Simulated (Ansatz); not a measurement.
The cell comes from COD entry 1541226, which wasn't checked; take it as a given geometry. The listed cell was then made from it by scaling, straining or moving an atom.

Hg: DFT, LDA, all-electron PAW with datasets made for the crystal, scalar-relativistic (Ansatz 0.2.0). What sets it apart from a plain run of this crystal: equal xy, yz and zx engineering shear strains of -1 %.

Command: `ansatz run input.yaml --threads 1 --pin off --max-ram 3072MiB --backend cpu --events-out ev --progress --plain --runs-dir out` The run took 33 s on 1 thread of Arm Neoverse V1, with other jobs on the host, peak memory 0.69 GiB.

```yaml
crystal:
  lattice:
    - [1.7138363742, 0.9789962263, 2.2203559166]
    - [-1.7461645364, 0.9962962309, 2.2376559211]
    - [-0.0011818377, -2.0088024571, 2.2439881623]
  atoms:
    - { symbol: Hg, position: [0.0, 0.0, 0.0] }
kpoints:
  mp_grid: { grid: [12, 12, 12] }
scf:
  occupations: { method: fermi_dirac, width: 0.03 }
hamiltonian:
  xc: lda
  pseudopotentials: { kind: all_electron, datasets: crystal }
output:
  forces: true
  stress: true
  eigenvalues: true
  efg: { contact_densities: true }
```

Output:

```
hamiltonian.pseudopotentials.datasets: crystal makes datasets for this crystal and solves the spheres of its atoms anew in each pass: cutoff 260.0 eV, the density's 1040.0 eV; for an error of 0.50 meV an atom under PBE, 0.5 meV for the cell; an energy difference from a run of another recipe may be off by several times the error for the cell, under r2SCAN by more, where some 0.1 meV an atom stays at smaller errors; Hg in spheres of 1.376 Å, 12 of its electrons in bands
Hg: output.efg is read without spin–orbit coupling, which moves field gradients at and beside such atoms by some per cent and up to a factor of two; PAW files take it under magnetization.noncollinear and magnetization.spin_orbit
Engine: ansatz 0.2.0
Pseudopotentials: kind: all_electron
Pseudopotential: Hg, paw, valence charge 12, recommended cutoff 260 eV (normal), Koelling and Harmon's equation, gaussian nucleus
Functional definition: SPW92
  exchange = slater_x
  correlation = pw_c
Crystal: 1 atoms, lattice volume = 23.160 Å³
Basis set: ecut = 260 eV, 209 PW (Γ)
Bands: 10, of which v1, the nominal top of the filled ones, is band 6 counted from 1 (5 counted from 0)
Symmetry: 2 space group operations
Space group: P-1 (ITA 2), of the structure as read, at distance tolerance 2.9e-5 Å
k-points: 868 of 1728
Non-local potential: Hg, projectors of the file, l = 0: 1, l = 1: 1, l = 2: 2
PAW form: soft (Blöchl's): semilocal exchange-correlation on the pseudo side does not see the compensation charge
PAW one-centre angular grid: Hg, 590 points (default); XC on its mesh's 1813 points in the sphere
Initial density: superposition of atomic densities (neutral atoms: chi_scale 0, normalization atom)
Initial wavefunctions: pseudopotential atomic-orbital guess
Functional: x = slater, c = lda
iter 1 solved again at ethr=2.76e-3 eV; its pass at ethr=1.00e-1 eV (dr2=3.31e-1 eV) is discarded
SCF iter   1: F=—  HF=-533539.118314 eV  |F-HF|=—  |Δ(HF+E_count)|=         —  Δρ=3.42e-2  dr2=3.41e-1  ethr=2.76e-3  ⟨swp⟩=3.3  Hψ=53866  notcnv=0
preconditioner: auto → none  [metal: Δε(μ)=0.004 eV  Ē_g=14.619 eV  σ=0.030 eV  W_gap=0.03  n_scr=6 (ndim 8)  ℏωp=26.7 eV  f_vac=0.000  D(μ)=0.42/eV (n_scr^D=0)  sad-step TF]
SCF iter   2: F=—  HF=-533539.056026 eV  |F-HF|=—  |Δ(HF+E_count)|=   6.23e-2  Δρ=2.01e-2  dr2=1.23e-1  ethr=2.76e-3  ⟨swp⟩=2.0  Hψ=17377  notcnv=0
iter 3 solved again at ethr=5.36e-5 eV; its pass at ethr=1.03e-3 eV (dr2=6.44e-3 eV) is discarded
SCF iter   3: F=—  HF=-533539.003221 eV  |F-HF|=—  |Δ(HF+E_count)|=   5.28e-2  Δρ=5.95e-3  dr2=6.40e-3  ethr=5.36e-5  ⟨swp⟩=2.0  Hψ=40404  notcnv=0  defer=3
SCF iter   4: F=—  HF=-533539.006670 eV  |F-HF|=—  |Δ(HF+E_count)|=   3.45e-3  Δρ=7.79e-4  dr2=8.79e-5  ethr=5.33e-5  ⟨swp⟩=3.0  Hψ=18701  notcnv=0  defer=1
SCF iter   5: F=—  HF=-533539.007912 eV  |F-HF|=—  |Δ(HF+E_count)|=   1.24e-3  Δρ=4.68e-4  dr2=4.54e-5  ethr=7.33e-7  ⟨swp⟩=3.0  Hψ=21443  notcnv=0  defer=3
SCF iter   6: F=—  HF=-533539.007902 eV  |F-HF|=—  |Δ(HF+E_count)|=   9.86e-6  Δρ=4.97e-5  dr2=6.18e-7  ethr=3.78e-7  ⟨swp⟩=3.0  Hψ=17821  notcnv=0
SCF iter   7: F=-533539.007902 eV  HF=-533539.007902 eV  |F-HF|=4.66e-10  |Δ(HF+E_count)|=   3.29e-7  Δρ=1.74e-6  dr2=2.08e-10  ethr=5.15e-9  ⟨swp⟩=3.0  Hψ=18362  notcnv=0
SCF 1 converged in 7 iterations: F = -533539.007903 eV  dr2 = 2.08e-10
  Residual-converged pass: ⟨swp⟩=3.4  Hψ=15903  notcnv=0  max |occ|·‖R‖ = 3.7e-6 eV (tolerance 3.7e-6 eV)  dr2=2.15e-10  dr2_onsite=1.19e-9  max |Δocc| = 1.8e-9
  greatest PAW one-centre occupation: 0.931 electrons in one spin orbital (limit 2), on the Hg atom at site 0 (counted from 0), in its partial waves of l = 2
SCF converged after 7 iterations
Free energy (F): -533539.007903 eV
Harris-Foulkes:  -533539.007903 eV  (|F-HF|=4.66e-10)
Internal energy: -533539.006723 eV  (E = F + TS)
E sigma→0 (E₀):  -533539.007313 eV
Entropy (-TS):   -0.001180 eV (-1.180 meV/atom)
Past the cutoff: the bands carry plane waves up to 1.75 times it, of which those up to 1.5 times it add -0.000356 eV an atom, each by itself; the spheres take 0.000710 eV an atom off the energy for waves past 1.75 times it
By the cutoff:   a pressure is off by up to 0.010 GPa (1.2 times the spheres' own share and the shells' term, over an atom's volume, and 0.004 GPa: a bound that held against runs at twice the plane waves)
Past the cutoffs: a stress includes 0.0004 GPa for waves and charges beyond them, in addition to the slope of what the spheres take
In the spheres:  the bands' charges fall short by 6.8e-7 e at most (sound up to 1e-3)
Fermi energy:    17.965562 eV
--- Per-component energies (eV) ---
  The terms above E_closure are by the made datasets' own strengths, without shells solved beside the bands.
--- Forces (eV/Å), atoms counted from 1 ---
  atom   1  Hg     0.00000000     0.00000000     0.00000000
  max |Σ_I F_I| component: 0.00e0 eV/Å
--- Stress (GPa, compression-positive) ---
       -1.157350      -0.026386      -0.032019
       -0.026386      -1.260304      -0.051295
       -0.032019      -0.051295      -2.487046
  P = ⅓ Tr σ = -1.6349 GPa (-16.349 kbar)
--- PAW observables at the nuclei: V_zz in 10²¹ V/m², potentials from the cell's mean, atoms counted from 1 ---
  atom   1  Hg V_zz =   -11.997899   η = 0.1012   by run symmetry: allowed
            electrostatic potential = -16789.426772 V   contact ρ = 14066431.316043 e/Å³
--- Band table (eV; the first three rows and the last of 868) ---
  k-point 0: bands = ["8.6791", "10.3151", "10.3550", "11.6674", "11.8314", "11.8550", "29.7442", "30.2525"]
  k-point 1: bands = ["8.8326", "10.3269", "10.4001", "11.6738", "11.8130", "11.8473", "28.7286", "30.0027"]
  k-point 2: bands = ["9.2237", "10.3488", "10.5905", "11.6999", "11.7737", "11.8367", "26.1157", "30.2304"]
  k-point 867: bands = ["9.9879", "10.7112", "10.7706", "12.5240", "12.5893", "17.8008", "19.3213", "27.2045"]
```
